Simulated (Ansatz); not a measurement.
# Is this Ge structure a true minimum?

The cell was found from a structure generator's guess, not taken from experiment.

Method: DFT PBE, scalar-relativistic, plane waves, PAW in Ansatz 0.2.0. Plane waves to 420 eV, a k mesh through Γ of 12×12×2 on the computed 12-atom cell and Gaussian smearing (0.10 eV); no spin polarisation.

The cell below (12 atoms, space group P-6m2 (No. 187)) is relaxed within its symmetry.

```
Ge
1.0
     4.06322    0.00000    0.00000
    -2.03161    3.51886    0.00000
     0.00000    0.00000   20.03493
Ge
12
Direct
  0.00000 0.00000 0.60443
  0.00000 0.00000 0.27034
  0.66667 0.33333 0.43748
  0.66667 0.33333 0.77142
  0.66667 0.33333 0.10448
  0.33333 0.66667 0.93730
  0.00000 0.00000 0.39557
  0.00000 0.00000 0.72966
  0.66667 0.33333 0.22858
  0.66667 0.33333 0.56252
  0.66667 0.33333 0.89552
  0.33333 0.66667 0.06270
```

For the test it was strained at random (σ = 1.5 % a component), the atoms were moved at random (σ = 0.05 Å), and all was relaxed again on a coarse 6×6×1 mesh (in the run’s order of axes) with 0.20 eV smearing, with no symmetry imposed.

Question: Does it come back?

Answer: It returns, within 1 meV/atom of the unmoved cell on that mesh and with the same symmetry when read at 0.1 Å (Cm at 0.01 Å, so small strains and shifts remain). No instability shows in this cell; modes of other wave vectors, which need another repeat, aren't tested.
